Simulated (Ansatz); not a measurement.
CaO: stationary points along a deformation path

Computed with Ansatz, DFT PBE, scalar-relativistic, plane waves, PAW. Cutoff 420 eV, Γ-centred 10×10×10 k-points, Gaussian smearing of 0.05 eV. No spin polarisation. Energies are free energies at this smearing, counted from the undisturbed cell; pressure is positive in compression.

The starting cell (as given, not relaxed at this level; it stands at -4.0 GPa):

```
Ca O
1.0
     0.00000    2.44900    2.44900
     2.44900    0.00000    2.44900
     2.44900    2.44900    0.00000
Ca O
1 1
Direct
  0.00000 0.00000 0.00000
  0.50000 0.50000 0.50000
```

At fixed volume and fractional coordinates, lengths along (0.577, 0.577, 0.577) are scaled against those across it; ρ is that ratio over its starting value. V = 14.688 Å³/atom. Δσ is the stress along the axis less the mean stress across it (compression positive).

```csv
ρ,ΔE (meV/atom),Δσ (GPa),space group
0.500,568.8,0.00,Pm-3m
0.600,498.3,12.69,R-3m
0.710,320.7,20.64,R-3m
0.850,97.6,17.33,R-3m
0.930,22.0,9.46,R-3m
1.000,0.0,0.00,Fm-3m
1.080,29.3,-12.96,R-3m
1.200,182.1,-35.34,R-3m
1.410,734.3,-78.09,R-3m
1.700,1903.4,-118.00,R-3m
2.000,3035.3,-107.07,R-3m
```

Problem. How does the stress give the slope of the energy, and where is the energy stationary?

Solution. Along the path d ln(length) is 2/3 d ln ρ on the axis and −1/3 d ln ρ across it, so dE/d ln ρ = −(2/3) V Δσ: the energy falls with ρ where Δσ is positive. Δσ vanishes or changes sign at ρ = 0.500 (Pm-3m, an end of the scan), at 568.8 meV/atom; at ρ = 1.000 (Fm-3m), a minimum at 0.0 meV/atom. Pairs of stationary points between two samples would go unseen, and could change a minimum read from distant neighbours into a maximum. At ρ = 0.500, 1.000 the cell is cubic, where symmetry alone makes the stress isotropic and the slope zero.

Problem. Which shear constant sets the curvature at ρ = 1?

Solution. For a cubic crystal E/V = (2/3) C (ln ρ)² with C = C44, so Δσ = −2C ln ρ. The parabola of Δσ against ln ρ through ρ = 0.930, 1 and 1.080 gives C ≈ 74 GPa with the ions clamped, rough because the steps are large. It is the stress–strain coefficient at this cell's pressure of -4.0 GPa, not the zero-pressure constant.

The gap closes along the scan, which can put kinks into the curve.